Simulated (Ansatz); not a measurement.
BN (R3m) from a database structure, relaxed with r2SCAN+rVV10, was run in Ansatz under altered settings. All numbers are computed, without spin polarisation but where a row says otherwise.

```
CELL_PARAMETERS angstrom
1.25012 0.72176 3.25333
-1.25012 0.72176 3.25333
0.00000 -1.44352 3.25333
ATOMIC_POSITIONS crystal
B 0.99969 0.99969 0.99969
N 0.33274 0.33274 0.33274
```

The base run's other keys:
```yaml
kpoints:
  mp_grid: { grid: [6, 6, 6] }
hamiltonian:
  xc: hse06
scf:
  occupations: { method: fixed }
  n_extra_bands: 4
```

It takes 12 iterations with 347 plane waves at 420 eV and 32 k points, and leaves a mean stress of -0.49 GPa. The gap over this mesh is 5.495 eV. It ran on 4 threads of Arm Neoverse N1, with other jobs on the host.

Outcomes, with energy and stress as changes against the base:
```
                          setting    outcome  ΔF (meV/atom)  Δ mean stress (GPa)  gap on the mesh (eV)  iterations  wall time
        scf.exx.ecutfock_ratio: 2  converged           +0.1                  0.0                 5.495          11      7.4 s
        scf.exx.ecutfock_ratio: 4  converged            0.0                  0.0                 5.495          11      7.6 s
        hamiltonian.xc: cam_b3lyp  converged              –                 -0.8                 8.567          14      9.2 s
scf.occupations: fermi_dirac 0.05  converged            0.0                  0.0                 5.495          11      7.7 s
```
A dash marks a value that wasn't obtained or can't be compared. Stress is positive in compression. The base took 8.2 s.

- hamiltonian.xc: cam_b3lyp. The mean stress moves by -0.8 GPa and the gap on the mesh by +3.072 eV (to 8.567). It's another functional on the same cell, so totals aren't comparable.

Within 1 meV an atom, 0.1 GPa and 0.005 eV of the base stay: scf.exx.ecutfock_ratio: 2; scf.exx.ecutfock_ratio: 4; scf.occupations: fermi_dirac 0.05.

The program warns that its thresholds are loose for a hybrid's stress.

The meshes of the hybrids are coarse, so their gaps aren't converged to the digits shown.
